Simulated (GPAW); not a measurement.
# BN (R3m) in GPAW: single point with PBE

Aim: the single point of BN with PBE.

All numbers are computed with GPAW 26.7.0; they aren't measurements. Logs are shortened: lines on timing, memory, paths and dates and some standing lists are left out, and cuts for length are marked. The log counts tension as positive stress, the text compression.

**1. The crystal as given**

It takes space group R3m (No. 160, trigonal). Conventional cell: a = 2.502 Å, b = 2.502 Å, c = 10.119 Å, α = 90.00°, β = 90.00°, γ = 120.00°. N (site symmetry 3m) has 3 B at 1.44 Å as nearest neighbours. B (site symmetry 3m) is surrounded by 3 N at 1.44 Å.

The cell is a database's computed one.

**2. Single point, PBE**

run.py reads:

```python
from ase import Atoms
from ase.dft.bandgap import bandgap
from ase.io import write
from ase.units import GPa
from gpaw import GPAW, PW, setup_paths

setup_paths.insert(0, '.')

atoms = Atoms(['N', 'B'],
              cell=[[1.2511217832, 0.7223354983, 3.3729344033],
                    [-1.2511217832, 0.7223354983, 3.3729344033],
                    [0.0, -1.4446709966, 3.3729344033]],
              scaled_positions=[[0.6672382, 0.6672382, 0.6672382],
                                [0.0003288, 0.0003288, 0.0003288]],
              pbc=True)

calc = GPAW(mode=PW(650),
            xc='PBE',
            kpts={'size': (10, 10, 10), 'gamma': True},
            occupations={'name': 'fermi-dirac', 'width': 0.05},
            setups={'B': 'jth', 'N': 'jth'},
            nbands=-7,
            maxiter=120,
            txt='gpaw.txt')
atoms.calc = calc
energy = atoms.get_potential_energy()
forces = atoms.get_forces()
stress = atoms.get_stress()
calc.write('gs.gpw')
write('result.traj', atoms)
print(f'Energy: {energy:.6f} eV')
print('Forces (eV/A):')
print(forces.round(4))
print('Stress (GPa):', (stress / GPa).round(3))
print('Fermi level:', round(calc.get_fermi_level(), 4), 'eV')
print(f'Gap: {bandgap(calc)[0]:.4f} eV, direct: {bandgap(calc, direct=True)[0]:.4f} eV')
```

Potentials or basis: JTH PAW 2.0, PBE, pw.

On the command line:

```
$ OMP_NUM_THREADS=1 python run.py
```

gpaw.txt:

```text
__  _  _
 | _ |_)|_||  |
 |__||  | ||/\| - 26.7.0

Input parameters:
  mode=PW(ecut=650.0),
  kpts=MonkhorstPack(size=(10, 10, 10), gamma=True),
  maxiter=120,
  nbands=-7,
  occupations=Occupations(name='fermi-dirac', width=0.05),
  setups={'B': 'jth', 'N': 'jth'},
  xc=XC(name='PBE')

Diagonalizing LCAO Hamiltonian
Converting LCAO to pw mode

       N

       B

Atoms  # Å, Bohr magnetons
|   | symbol |         x |         y |        z |    initial magnetic moments |
|---|--------|-----------|-----------|----------|-----------------------------|
| 0 |      N |  0.000000 |  0.000000 | 6.751652 | ( 0.0000,  0.0000,  0.0000) |
| 1 |      B | -0.000000 | -0.000000 | 0.003327 | ( 0.0000,  0.0000,  0.0000) |

Unit cell  # Å
| periodic |         x |         y |        z |  lengths |    angles |
|----------|-----------|-----------|----------|----------|-----------|
|      yes |  1.251122 |  0.722335 | 3.372934 | 3.669300 | 39.871987 |
|      yes | -1.251122 |  0.722335 | 3.372934 | 3.669300 | 39.871987 |
|      yes |  0.000000 | -1.444671 | 3.372934 | 3.669300 | 39.871987 |

Number of symmetries: 6
Symmetry operations  # r_c * U_cc + t_c -> r_c
|   | kind |            matrix            |
|---|------|------------------------------|
| 0 |  E   |  1, 0, 0,  0, 1, 0,  0, 0, 1 |
| 1 |  σ   |  1, 0, 0,  0, 0, 1,  0, 1, 0 |
| 2 |  σ   |  0, 1, 0,  1, 0, 0,  0, 0, 1 |
| 3 |  C3  |  0, 1, 0,  0, 0, 1,  1, 0, 0 |
| 4 |  C3  |  0, 0, 1,  1, 0, 0,  0, 1, 0 |
| 5 |  σ   |  0, 0, 1,  0, 1, 0,  1, 0, 0 |

BZ-sampling:
  Number of BZ points: 1000
  Number of IBZ points: 116

  Monkhorst-Pack size: [10, 10, 10]
  Monkhorst-Pack shift: [0.05, 0.05, 0.05]

K-points  # in reciprocal-cell coordinates
|     |                                coordinates |     weight |
|-----|--------------------------------------------|------------|
|   0 | (  0.00000000,   0.00000000,   0.00000000) | 0.00100000 |
|   1 | (  0.10000000,   0.00000000,  -0.10000000) | 0.00600000 |
|   2 | (  0.10000000,   0.00000000,   0.00000000) | 0.00600000 |
|   3 | (  0.10000000,   0.10000000,  -0.10000000) | 0.00600000 |
|   4 | (  0.10000000,   0.10000000,   0.00000000) | 0.00600000 |
|   5 | (  0.10000000,   0.10000000,   0.10000000) | 0.00200000 |
|   6 | (  0.20000000,  -0.10000000,  -0.10000000) | 0.00600000 |
|   7 | (  0.20000000,   0.00000000,  -0.20000000) | 0.00600000 |
|   8 | (  0.20000000,   0.00000000,  -0.10000000) | 0.01200000 |
|   9 | (  0.20000000,   0.00000000,   0.00000000) | 0.00600000 |
| ... |                                            |            |
| 115 | (  0.50000000,   0.50000000,   0.50000000) | 0.00100000 |

Plane wave coefficients: 700
Cutoff: 650.0 eV

Spin-components: 1 (collinear spins)
Bands:           11
Projectors:      8
Spin-degeneracy: 2
Datatype:        complex128

Parallelization:
  kpt:    1
  domain: 1
  band:   1

Density:
  Valence electrons: 8.0
  Components: 1
  Grid points: [24 24 24]
  Charge: 0.0  # |e|

Potential:
  Grid points: [24 24 24]

species:
  N:
    name:    Nitrogen
    Z:       7.0
    valence: 5
    core:    2
    charge:  0.0  # [|e|]
    compensation charges:
      type: sinc
      rc: 0.53  # [Å]
      lmax: 2
    cutoffs:
      filter: 0.64  # [Å]
      core: 0.98  # [Å]
    projectors
    | kind |    occ | energy [eV] | rcut [Å] |
    |------|--------|-------------|----------|
    |   2s |  2.000 |     -18.583 |    0.585 |
    |    s |        |      27.211 |    0.585 |
    |   2p |  3.000 |      -7.090 |    0.638 |
    |    p |        |      29.933 |    0.585 |

    Using partial waves for N as LCAO basis

  B:
    name:    Boron
    Z:       5.0
    valence: 3
    core:    2
    charge:  0.0  # [|e|]
    compensation charges:
      type: sinc
      rc: 0.74  # [Å]
      lmax: 2
    cutoffs:
      filter: 0.90  # [Å]
      core: 1.43  # [Å]
    projectors
    | kind |    occ | energy [eV] | rcut [Å] |
    |------|--------|-------------|----------|
    |   2s |  2.000 |      -9.443 |    0.794 |
    |    s |        |      40.817 |    0.794 |
    |   2p |  1.000 |      -3.607 |    0.903 |
    |    p |        |      40.817 |    0.903 |

    Using partial waves for B as LCAO basis

Reference energy: -2151.229806  # eV

eigensolver:
  PPCG
  Converge bands: occupied
  niter=2

density mixing:
  MSR1-Mixer
  Pratt-step length: 0.05
  Maximum mixing coefficient: 0.75
  Old densities: 10
  SVD Regularization: 0.005
  Good broyden scale: 1.0
  Trust region scale: 1.0
  Backstep threshold: 4.0
  History deletion threshold: 6.0
  Fourier metric: weight=20.0, sigma=0.015

occupation numbers:
  Fermi-Dirac:
    width: 0.0500  # eV

poisson solver:
  ecut: 5200.0  # eV

xc functional:
  name: PBE with 2 nearest neighbor stencil

convergence criteria:
- Maximum [total energy] change in last 3 cyles: 0.0005 eV / valence electron
- Maximum integral of absolute [dens]ity change: 0.0001 electrons / valence electron
- Maximum integral of absolute [eigenst]ate change: 4e-08 eV^2 / valence electron
maximum number of iterations: 120

SCF iterations
|iter     | |      energy | eigst |  dens |
|---------|-|-------------|-------|-------|
|iter:   1| |  -19.193547 | +0.28 |       |
|iter:   2| |  -18.863077 | -1.66 | -0.64 |
|iter:   3| |  -17.623642 | -0.90 | -0.69 |
|iter:   4| |  -17.614505 | -2.40 | -1.36 |
|iter:   5| |  -17.616189 | -3.32 | -1.76 |
|iter:   6| |  -17.616514c| -4.70 | -2.34 |
|iter:   7| |  -17.616518c| -6.45 | -3.44 |
|iter:   8| |  -17.616518c| -7.82c| -3.96 |
|iter:   9| |  -17.616518c| -8.84c| -5.35c|

Converged in 9 steps
Energy contributions relative to reference atoms: (reference = -2151.229806)

Energy contributions:
  Kinetic:          17.141936
  Coulomb:         -17.186798
  Zero:             -0.042807
  External:          0.000000
  Xc:              -17.528850
  Entropy:          -0.000000
  Spinorbit:         0.000000
  ----------------------------
  Free energy:     -17.616518
  Extrapolated:    -17.616518

dipole moment: (-0.000000, -0.000000, -13.722920)  # |e|*Ang

Fermi level: 4.127
Eigenvalues  # (at kpt = [0.000, 0.000, 0.000])
| band index |      eig [eV] | occ [0-2] |
|------------|---------------|-----------|
|          0 |       -14.664 |     2.000 |
|          1 |        -1.065 |     2.000 |
|          2 |         1.839 |     2.000 |
|          3 |         1.839 |     2.000 |
|          4 |         8.319 |     0.000 |
|          5 |        14.799 |     0.000 |
|          6 |        14.800 |     0.000 |
|          7 |        16.253 |     0.000 |
|          8 |        17.839 |     0.000 |
|          9 |        29.043 |     0.000 |
|         10 |        31.052 |     0.000 |

Gap: 4.246 eV
Transition (v -> c):
  (s=0, k=22, n=3, [0.30, 0.00, -0.30]) -> (s=0, k=110, n=4, [0.50, 0.50, 0.00])
Direct/indirect transitions are different
Direct gap: 4.875 eV
Transition at: (s=0, k=22, n=3, [0.30, 0.00, -0.30])

Forces  # eV/Ang
|        x |        y |        z |
|----------|----------|----------|
|  0.00000 |  0.00000 | -0.00098 |  # N    0
| -0.00000 | -0.00000 |  0.00061 |  # B    1

Stress tensor  # eV/Ang^3
|         x |         y |         z |
|-----------|-----------|-----------|
| -0.029915 | -0.000000 | -0.000000 |
| -0.000000 | -0.029915 |  0.000000 |
| -0.000000 |  0.000000 | -0.027759 |

# Writing to gs.gpw (mode='')
```

stdout:

```text
<dir> UserWarning: The angles between your unit-cell vectors are 39.9, 39.9 and 39.9 degrees.  Results may be wrong!  Please Niggli-reduce your unit-cell so that the angles are closer to 90 degrees:

  from ase.build import niggli_reduce
  niggli_reduce(atoms)

  warnings.warn(
Energy: -17.616518 eV
Forces (eV/A):
[[ 0.      0.     -0.001 ]
 [-0.     -0.      0.0006]]
Stress (GPa): [-4.793 -4.793 -4.447  0.    -0.    -0.   ]
Fermi level: 4.1275 eV
Gap: 4.2457 eV, direct: 4.8753 eV
```

It took 26 s on 1 thread of Arm Neoverse V2, shared host; peak memory 0.16 GiB.

Results:

| Quantity | Value |
| --- | --- |
| Free energy | -17.6165 eV |
| Pressure | 4.7 GPa |
| Band gap on the k mesh | 4.25 eV, indirect (least direct gap 4.88 eV) |

Levels at points of the mesh, in eV from the valence-band top:
```tsv
k point	band 2	band 3	band 4	band 5	band 6	band 7
(0.00, 0.00, 0.00)	-4.22	-1.32	-1.31	5.16	11.65	11.65
(0.50, 0.00, 0.00)	-8.97	-4.11	-0.63	5.24	9.89	13.08
(0.50, 0.50, 0.00)	-8.85	-4.16	-1.20	4.25	9.88	14.25
(0.50, 0.50, 0.50)	-6.16	-1.33	-1.33	10.10	11.58	11.58
```

Caveat: the cutoff is short for stress and forces, so pressures can be off by a GPa or more; the program truncates these outside data sets; the program warned that so skewed a cell can give wrong results. A k mesh can miss the band edges.
